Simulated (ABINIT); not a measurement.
# MoS2 (R3m) in ABINIT: reference runs

Reference runs on MoS2: the cell as given and a disturbed copy.

Program: ABINIT 10.8.3 (patched build). These are calculated values, not measurements. Logs are shortened: lines on timing, memory, paths and dates and some standing lists are left out, and cuts for length are marked. The log counts tension as positive stress, the text compression.

**1. The structure**

The structure is trigonal, space group R3m (No. 160). The conventional cell has a = 3.160 Å, b = 3.160 Å, c = 18.450 Å, α = 90.00°, β = 90.00°, γ = 120.00°. Around Mo (site symmetry 3m) lie 6 S at 2.39 Å. Around S (site symmetry 3m) lie 3 Mo at 2.39 Å. S (site symmetry 3m) is surrounded by 3 Mo at 2.39 Å.

Measurements of this composition are mostly on another form, of space group No. 194.

**2. Single point, PBE**

Input file run.abi:

```
# Pseudopotentials
pp_dirpath "./"
pseudos "Mo.GGA_PBE-JTH.xml, S.GGA_PBE-JTH.xml"

# Structure
structure "poscar:POSCAR"
natom 3

# Plane-wave basis
ecut 20.0
pawecutdg 40.0

# k points
kptopt 1
ngkpt 10 10 10
nshiftk 1
shiftk 0.0 0.0 0.0

# Exchange and correlation
ixc 11

# Bands and occupations
nband 17
occopt 3
tsmear 0.05 eV

# SCF cycle
nstep 100
tolvrs 1.0e-9

# Output
iomode 3
prtwf 0
prtden 0
prteig 0
prtebands 0
```

Input file POSCAR:

```
MoS2
1.0
    1.5800000000      0.9122134253      6.1500000000
   -1.5800000000      0.9122134253      6.1500000000
    0.0000000000     -1.8244268506      6.1500000000
Mo S
1 2
Direct
    0.0000000000      0.0000000000      0.0000000000  Mo
    0.4170000000      0.4170000000      0.4170000000  S
    0.2500000000      0.2500000000      0.2500000000  S
```

Potentials or basis: JTH PAW PBE v2.0.

The run is started by

```
$ abinit run.abi > log 2>&1
```

run.abo:

```text
.Version 10.8.3 of ABINIT
 Symmetries : space group R3 m (#160); Bravais hR (rhombohedral)
================================================================================
 Values of the parameters that define the memory need of the present run
     intxc =       0    ionmov =       0      iscf =      17    lmnmax =      18
     lnmax =       6     mgfft =      50  mpssoang =       3    mqgrid =    3001
     natom =       3  nloc_mem =       2    nspden =       1   nspinor =       1
    nsppol =       1      nsym =       6    n1xccc =       1    ntypat =       2
    occopt =       3   xclevel =       2
       mpw =        1553          nfft =      125000          nkpt =         116
 PAW method is used; the additional fine FFT grid is defined by:
   mgfftf=        72    nfftf =    373248
================================================================================
================================================================================

--------------------------------------------------------------------------------
------------- Echo of variables that govern the present computation ------------
--------------------------------------------------------------------------------
 -outvars: echo values of preprocessed input variables --------
            acell      1.0000000000E+00  1.0000000000E+00  1.0000000000E+00 Bohr
              amu      9.59400000E+01  3.20660000E+01
             ecut      2.00000000E+01 Hartree
                       outvar_i_n : Printing only first  50 k-points.
              ixc          11
                       outvar_i_n : Printing only first  50 k-points.
         kptrlatt       10    0    0      0   10    0      0    0   10
          kptrlen      5.97153456E+01
            natom           3
            nband          17
            ngfft          50      50      50
          ngfftdg          72      72      72
             nkpt         116
            nstep         100
             nsym           6
           ntypat           2
                       prtocc : prtvol=0, do not print more k-points.
           occopt           3
        pawecutdg      4.00000000E+01 Hartree
         pawxcdev           0
           prtden           0
        prtebands           0
           prteig           0
            prtwf           0
            rprim      2.9857672789E+00  1.7238335422E+00  1.1621815674E+01
                      -2.9857672789E+00  1.7238335422E+00  1.1621815674E+01
                       0.0000000000E+00 -3.4476670844E+00  1.1621815674E+01
          spgroup         160
           tolvrs      1.00000000E-09
           tsmear      1.83746611E-03 Hartree
            typat      1  2  2
           useylm           1
                       outvars : Printing only first  50 k-points.
           xangst      0.0000000000E+00  0.0000000000E+00  0.0000000000E+00
                      -3.8351262239E-17 -2.6932164767E-17  7.6936500000E+00
                       0.0000000000E+00  0.0000000000E+00  4.6125000000E+00
            xcart      0.0000000000E+00  0.0000000000E+00  0.0000000000E+00
                      -7.2473382215E-17 -5.0894415388E-17  1.4538891409E+01
                       0.0000000000E+00  0.0000000000E+00  8.7163617557E+00
             xred      0.0000000000E+00  0.0000000000E+00  0.0000000000E+00
                       4.1700000000E-01  4.1700000000E-01  4.1700000000E-01
                       2.5000000000E-01  2.5000000000E-01  2.5000000000E-01
            znucl       42.00000   16.00000

================================================================================

 chkinp: Checking input parameters for consistency.

================================================================================
== DATASET  1 ==================================================================

--- !DatasetInfo
iteration_state: {dtset: 1, }
dimensions: {natom: 3, nkpt: 116, mband: 17, nsppol: 1, nspinor: 1, nspden: 1, mpw: 1553, }
cutoff_energies: {ecut:  20.0, pawecutdg:  40.0, }
electrons: {nelect:   2.60000000E+01, charge:   0.00000000E+00, occopt:   3.00000000E+00, tsmear:   1.83746611E-03, }
meta: {optdriver: 0, ionmov: 0, optcell: 0, iscf: 17, paral_kgb: 0, }
...

 Exchange-correlation functional for the present dataset will be:
  GGA: Perdew-Burke-Ernzerhof functional - ixc=11
  J.P.Perdew, K.Burke, M.Ernzerhof, PRL 77, 3865 (1996)

 Real(R)+Recip(G) space primitive vectors, cartesian coordinates (Bohr,Bohr^-1):
 R(1)=  2.9857673  1.7238335 11.6218157  G(1)=  0.1674611  0.0966837  0.0286817
 R(2)= -2.9857673  1.7238335 11.6218157  G(2)= -0.1674611  0.0966837  0.0286817
 R(3)=  0.0000000 -3.4476671 11.6218157  G(3)=  0.0000000 -0.1933675  0.0286817
 Unit cell volume ucvol=  3.5890253E+02 bohr^3
 Angles (23,13,12)=  2.85174998E+01  2.85174998E+01  2.85174998E+01 degrees

 Coarse grid specifications (used for wave-functions):

 getcut: wavevector=  0.0000  0.0000  0.0000  ngfft=  50  50  50
         ecut(hartree)=     20.000   => boxcut(ratio)=   2.04882

 Fine grid specifications (used for densities):

 getcut: wavevector=  0.0000  0.0000  0.0000  ngfft=  72  72  72
         ecut(hartree)=     40.000   => boxcut(ratio)=   2.08681

--- Pseudopotential description ------------------------------------------------
- pspini: atom type   1  psp file is ./Mo.GGA_PBE-JTH.xml
 Pseudopotential format is: paw10
 basis_size (lnmax)=  6 (lmn_size= 18), orbitals=   0   0   1   1   2   2
 Spheres core radius: rc_sph= 2.20740211
 Shapefunction is SIN type: shapef(r)=[sin(pi*r/rshp)/(pi*r/rshp)]**2
 Radius for shape functions =  1.91008465
 Compensation charge density is not taken into account in XC energy/potential

- pspini: atom type   2  psp file is ./S.GGA_PBE-JTH.xml
 Pseudopotential format is: paw10
 basis_size (lnmax)=  4 (lmn_size=  8), orbitals=   0   0   1   1
 Spheres core radius: rc_sph= 1.90380259
 Shapefunction is SIN type: shapef(r)=[sin(pi*r/rshp)/(pi*r/rshp)]**2
 Radius for shape functions =  1.40128485
 Compensation charge density is not taken into account in XC energy/potential

   8.88596673E+02                                ecore*ucvol(ha*bohr**3)
--------------------------------------------------------------------------------

[... 7 lines left out ...]

     iter   Etot(hartree)      deltaE(h)  residm     nres2
 ETOT  1  -89.030970443356    -8.903E+01 2.906E+00 4.951E+01
 ETOT  2  -89.594207880082    -5.632E-01 1.497E-01 8.151E+00
 ETOT  3  -89.588777679625     5.430E-03 2.649E-02 2.439E+00
 ETOT  4  -89.588044080083     7.336E-04 2.174E-03 2.987E-01
 ETOT  5  -89.587947517595     9.656E-05 2.950E-04 3.282E-02
 ETOT  6  -89.587948775330    -1.258E-06 8.590E-05 6.587E-03
 ETOT  7  -89.587954537951    -5.763E-06 1.022E-05 5.043E-04
 ETOT  8  -89.587955410822    -8.729E-07 3.105E-06 8.579E-05
 ETOT  9  -89.587955765904    -3.551E-07 4.660E-07 6.779E-06
 ETOT 10  -89.587955770723    -4.819E-09 1.136E-07 4.824E-07
 ETOT 11  -89.587955772906    -2.183E-09 2.142E-08 5.964E-08
 ETOT 12  -89.587955773070    -1.645E-10 5.601E-09 1.136E-08
 ETOT 13  -89.587955773133    -6.327E-11 1.066E-09 1.701E-09
 ETOT 14  -89.587955773135    -1.521E-12 2.815E-10 1.593E-10

 At SCF step   14       nres2   =  1.59E-10 < tolvrs=  1.00E-09 =>converged.

 Cartesian components of stress tensor (hartree/bohr^3)
  sigma(1 1)= -1.55970931E-04  sigma(3 2)=  0.00000000E+00
  sigma(2 2)= -1.55970930E-04  sigma(3 1)=  0.00000000E+00
  sigma(3 3)= -2.34360434E-04  sigma(2 1)=  0.00000000E+00

--- !ResultsGS
iteration_state: {dtset: 1, }
comment   : Summary of ground state results
lattice_vectors:
- [  2.9857673,   1.7238335,  11.6218157, ]
- [ -2.9857673,   1.7238335,  11.6218157, ]
- [  0.0000000,  -3.4476671,  11.6218157, ]
lattice_lengths: [  12.12242,   12.12242,   12.12242, ]
lattice_angles: [ 28.517,  28.517,  28.517, ] # degrees, (23, 13, 12)
lattice_volume:   3.5890253E+02
convergence: {deltae: -1.521E-12, res2:  1.593E-10, residm:  2.815E-10, diffor: null, }
etotal    :  -8.95879558E+01
entropy   :   0.00000000E+00
fermie    :   3.28198989E-01
cartesian_stress_tensor: # hartree/bohr^3
- [ -1.55970931E-04,   0.00000000E+00,   0.00000000E+00, ]
- [  0.00000000E+00,  -1.55970930E-04,   0.00000000E+00, ]
- [  0.00000000E+00,   0.00000000E+00,  -2.34360434E-04, ]
pressure_GPa:   5.3576E+00
xred      :
- [  0.0000E+00,   0.0000E+00,   0.0000E+00, Mo]
- [  4.1700E-01,   4.1700E-01,   4.1700E-01,  S]
- [  2.5000E-01,   2.5000E-01,   2.5000E-01,  S]
cartesian_forces: # hartree/bohr
- [  3.80699388E-18,  -6.34670477E-19,   1.70110050E-03, ]
- [  1.52127293E-19,  -1.61085234E-18,   8.52421779E-03, ]
- [ -3.95912118E-18,   2.24552282E-18,  -1.02253183E-02, ]
force_length_stats: {min:   1.70110050E-03, max:   1.02253183E-02, mean:   6.81687886E-03, }
...

 Integrated electronic density in atomic spheres:
 ------------------------------------------------
 Atom  Sphere_radius  Integrated_density
    1        2.20740         11.30387747
    2        1.90380          3.60817640
    3        1.90380          3.61371220

================================================================================

 ----iterations are completed or convergence reached----

 Mean square residual over all n,k,spin=   63.188E-14; max=  28.153E-11
 reduced coordinates (array xred) for    3 atoms
       0.000000000000      0.000000000000      0.000000000000
       0.417000000000      0.417000000000      0.417000000000
       0.250000000000      0.250000000000      0.250000000000
 rms dE/dt=  9.0051E-02; max dE/dt=  1.1898E-01; dE/dt below (all hartree)
    1      -0.019625070235     -0.019625070235     -0.019625070235
    2      -0.098922081714     -0.098922081714     -0.098922081714
    3       0.118981570560      0.118981570560      0.118981570560

 cartesian coordinates (angstrom) at end:
    1      0.00000000000000     0.00000000000000     0.00000000000000
    2     -0.00000000000000    -0.00000000000000     7.69365000000000
    3      0.00000000000000     0.00000000000000     4.61250000000000

 cartesian forces (hartree/bohr) at end:
    1      0.00000000000000    -0.00000000000000     0.00170110049861
    2      0.00000000000000    -0.00000000000000     0.00852421778953
    3     -0.00000000000000     0.00000000000000    -0.01022531828814
 frms,max,avg= 4.4735415E-03 1.0225318E-02   0.000E+00  0.000E+00 -1.246E-05 h/b

 cartesian forces (eV/Angstrom) at end:
    1      0.00000000000000    -0.00000000000000     0.08747410468297
    2      0.00000000000000    -0.00000000000000     0.43833290265350
    3     -0.00000000000000     0.00000000000000    -0.52580700733648
 frms,max,avg= 2.3003876E-01 5.2580701E-01   0.000E+00  0.000E+00 -6.407E-04 e/A
 length scales=  1.000000000000  1.000000000000  1.000000000000 bohr
              =  0.529177210544  0.529177210544  0.529177210544 angstroms
 Fermi (or HOMO) energy (hartree) =   0.32820   Average Vxc (hartree)=  -0.39617
 Eigenvalues (hartree) for nkpt= 116  k points:
 kpt#   1, nband= 17, wtk=  0.00100, kpt=  0.0000  0.0000  0.0000 (reduced coord)
  -1.95075   -1.00103   -0.99267   -0.99267   -0.24375   -0.18037    0.05505    0.18511
   0.18511    0.22688    0.22688    0.26594    0.26958    0.38705    0.38705    0.40232
   0.40232
      occupation numbers for kpt#   1
   2.00000    2.00000    2.00000    2.00000    2.00000    2.00000    2.00000    2.00000
   2.00000    2.00000    2.00000    2.00000    2.00000    0.00000    0.00000    0.00000
   0.00000
 prteigrs : prtvol=0 or 1, do not print more k-points.

--- !EnergyTerms
iteration_state     : {dtset: 1, }
comment             : Components of total free energy in Hartree
kinetic             :  1.86724779122018E+01
hartree             :  2.89522047247737E+01
xc                  : -1.13041557972875E+01
Ewald energy        : -5.94751984563713E+01
psp_core            :  2.47587188480108E+00
local_psp           : -8.16092265097843E+01
PAW spherical_terms :  1.27000702167064E+01
internal            : -8.95879560249600E+01
'-kT*entropy'       : -3.57436267660816E-08
total_energy        : -8.95879560607036E+01
total_energy_eV     : -2.43781247535578E+03
...

--- !EnergyTermsDC
iteration_state     : {dtset: 1, }
comment             : '"Double-counting" decomposition of free energy'
band_energy         : -8.13824203034472E+00
Ewald energy        : -5.94751984563713E+01
psp_core            :  2.47587188480108E+00
xc_dc               : -2.75600288397452E+01
PAW spherical_terms :  3.10964170426883E+00
internal            : -8.95879557373914E+01
'-kT*entropy'       : -3.57436267660816E-08
total_energy_dc     : -8.95879557731350E+01
total_energy_dc_eV  : -2.43781246753064E+03
...

--- !EnergyTermsWithPAWCore
iteration_state     : {dtset: 1, }
comment             : 'Components of total free energy, including PAW core contributions'
Total energy        : -4.84750827785224E+03
Total energy DC     : -4.84750827756467E+03
Total energy (eV)   : -1.31907420079228E+05
Total energy DC (eV): -1.31907420071402E+05
...

 Cartesian components of stress tensor (hartree/bohr^3)
  sigma(1 1)= -1.55970931E-04  sigma(3 2)=  0.00000000E+00
  sigma(2 2)= -1.55970930E-04  sigma(3 1)=  0.00000000E+00
  sigma(3 3)= -2.34360434E-04  sigma(2 1)=  0.00000000E+00

-Cartesian components of stress tensor (GPa)         [Pressure=  5.3576E+00 GPa]
- sigma(1 1)= -4.58882321E+00  sigma(3 2)=  0.00000000E+00
- sigma(2 2)= -4.58882320E+00  sigma(3 1)=  0.00000000E+00
- sigma(3 3)= -6.89512201E+00  sigma(2 1)=  0.00000000E+00

== END DATASET(S) ==============================================================
================================================================================

 -outvars: echo values of variables after computation  --------
            acell      1.0000000000E+00  1.0000000000E+00  1.0000000000E+00 Bohr
           etotal     -8.9587955773E+01
            fcart      3.8069938844E-18 -6.3467047740E-19  1.7011004986E-03
                       1.5212729311E-19 -1.6108523419E-18  8.5242177895E-03
                      -3.9591211775E-18  2.2455228193E-18 -1.0225318288E-02
            rprim      2.9857672789E+00  1.7238335422E+00  1.1621815674E+01
                      -2.9857672789E+00  1.7238335422E+00  1.1621815674E+01
                       0.0000000000E+00 -3.4476670844E+00  1.1621815674E+01
           strten     -1.5597093077E-04 -1.5597093048E-04 -2.3436043370E-04
                       0.0000000000E+00  0.0000000000E+00  0.0000000000E+00
           xangst      0.0000000000E+00  0.0000000000E+00  0.0000000000E+00
                      -3.8351262239E-17 -2.6932164767E-17  7.6936500000E+00
                       0.0000000000E+00  0.0000000000E+00  4.6125000000E+00
             xred      0.0000000000E+00  0.0000000000E+00  0.0000000000E+00
                       4.1700000000E-01  4.1700000000E-01  4.1700000000E-01
                       2.5000000000E-01  2.5000000000E-01  2.5000000000E-01
 Calculation completed.
```

Wall time 5.5 min (1 thread of Arm Neoverse V1, shared host); peak memory 0.3 GiB.

What came out:

| Property | Result |
| --- | --- |
| Free energy | -2437.8125 eV |
| Pressure | 5.4 GPa |
| Largest force | 0.526 eV/Å |
| Band gap on the k mesh | 0.96 eV, indirect (least direct gap 1.96 eV) |
| Valence electrons inside the program's atomic spheres | Mo 11.30; S 3.61 |

Forces in eV/Å, atoms in the order of the input:
```
Mo   0.000  0.000  0.087
S    0.000  0.000  0.438
S    0.000  0.000 -0.526
```

Stress tensor (GPa, compression positive):
```
4.59 0.00 0.00
0.00 4.59 0.00
0.00 0.00 6.90
```

Levels at points of the mesh, in eV from the valence-band top:
```
           k point  band 9  band 10  band 11  band 12  band 13  band 14  band 15  band 16  band 17
(0.00, 0.00, 0.00)   -3.47    -2.34    -2.34    -1.27    -1.17     2.02     2.02     2.44     2.44
(0.50, 0.00, 0.00)   -5.06    -4.06    -2.36    -1.67    -1.50     1.58     2.01     3.47     3.49
(0.50, 0.50, 0.00)   -4.77    -3.99    -2.92    -1.85    -1.33     1.53     2.13     3.01     3.91
(0.50, 0.50, 0.50)   -3.49    -3.49    -2.31    -2.31     0.00     2.12     2.12     2.30     2.30
```

A k mesh can miss the band edges. Expect the measured gap to be larger: semilocal functionals such as PBE lack the derivative discontinuity.

(Continued in part 2 of 2.)
